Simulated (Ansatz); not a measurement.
A Ti vacancy in rutile TiO2, 71 atoms, charge −1

All numbers come from Ansatz (PAW, plane waves, no spin–orbit coupling) at the single k point (¼, ¼, ¼) without its symmetry partners. The atoms were relaxed with PBEsol in a fixed cell; other functionals are single points on those atoms unless said otherwise. The valence top and gap of the host come from its small cell on a dense mesh, with the band extrema sought between the mesh points, lined up by the mean potential, PBEsol gap 1.87 eV, r²SCAN gap 2.24 eV. The charge correction uses an assumed dielectric constant of 100.

Cell: a = 9.183 Å, b = 9.183 Å, c = 8.817 Å, α = 90.00°, β = 90.00°, γ = 90.00°.

Nearest atoms after relaxation, from the placed atom (for vacancies from the middle of the vacant sites): O at 2.04 Å, O at 2.05 Å, O at 2.14 Å, O at 2.14 Å, O at 2.16 Å, O at 2.18 Å, Ti at 2.83 Å, Ti at 2.84 Å.

Chemical potentials μ are those of reference phases of the elements at zero temperature by the same functional (the usual solids, diamond for C, grey Sn, and the molecules H2, N2, O2, F2, Cl2, Br2 and S8).

| functional | E(defect) − E(host) − Σ nμ + q·E_VBM (eV) | monopole (eV) | alignment (eV) | formation energy at E_F = VBM (eV) | moment (μB) | wall time, shared host |
| --- | --- | --- | --- | --- | --- | --- |
| PBEsol | 13.79 | 0.02 | 0.37 | 14.18 | 1.0 | 56 s on NVIDIA H100 (relaxation) |

Question: Estimate the formation energy and moment that r²SCAN gives on these atoms.

Answer: 15.75 eV at E_F = VBM (15.35 eV before the monopole term 0.02 eV and the alignment 0.38 eV), moment 1.0 μB.

r²SCAN one-electron levels near the gap (the ten most localised at most), from the host's valence top, not corrected for the charge's images:

```tsv
level (eV)	spin	filling	atoms sharing it	element of the atom with most weight
-0.29	up	0.00	46.8	spread
-0.20	down	0.00	44.7	spread
2.28	down	0.00	12.7	Ti
2.29	up	0.00	12.7	Ti
2.37	up	0.00	18.7	Ti
2.37	down	0.00	18.8	Ti
2.48	down	0.00	22.3	spread
2.49	up	0.00	22.1	spread
```

The charge sits partly or wholly in a band of the host, at the cell's one k point and not at the band edge, so the formation energy is too high and the charge correction doesn't apply as it stands.

PBEsol tends to spread a hole over several anions where a hybrid would trap it on one, and single points on PBEsol atoms lack that distortion.

All elements are taken at their own reference at once; growth conditions in equilibrium with the host shift these energies, by up to the host's formation enthalpy.

One k point and a cell of this size can leave errors of several tenths of an eV in such numbers.
